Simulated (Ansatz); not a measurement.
Runs of Ansatz 0.2.0 on Li2O. Symmetry: Fm-3m, No. 225, cubic system. The conventional cell has a = 4.654 Å, b = 4.654 Å, c = 4.654 Å, α = 90.00°, β = 90.00°, γ = 90.00°. O (site symmetry m-3m) has 8 Li at 2.02 Å as nearest neighbours. Around Li (site symmetry -43m) lie 4 O at 2.02 Å. The cell comes from a database or a generator and needn't be the stable form of this composition.

```tsv
screening (1/Å)	gap on the mesh (eV)	pressure (GPa)
0.1	7.09	-4.5
0.2	6.76	-4.5
0.3	(b)	-4.4
0.15	(a)	-4.5
```

Alike in all rows: task single point; level HSE06 form with a typed share of exact exchange; potentials or basis Ansatz PAW; no spin polarisation; cell as given; k mesh 5 × 5 × 5; cutoff (eV) 420; smearing fermi-dirac 0.05 eV; the mesh is coarse, so values aren't converged.

**Question.** Fill in the values left out.

**Answer.** (a) 6.92; (b) 6.49.

Caveats: all runs use coarse meshes; odd divisions of the mesh miss points on the zone boundary, where band edges often lie, so the gap on the mesh can be too wide; the PAW data sets come from PBE, with cores solved anew for the run's functional, which leaves a small shift of forces and pressure; the thresholds are loose for stress.

A k mesh can miss the band edges.
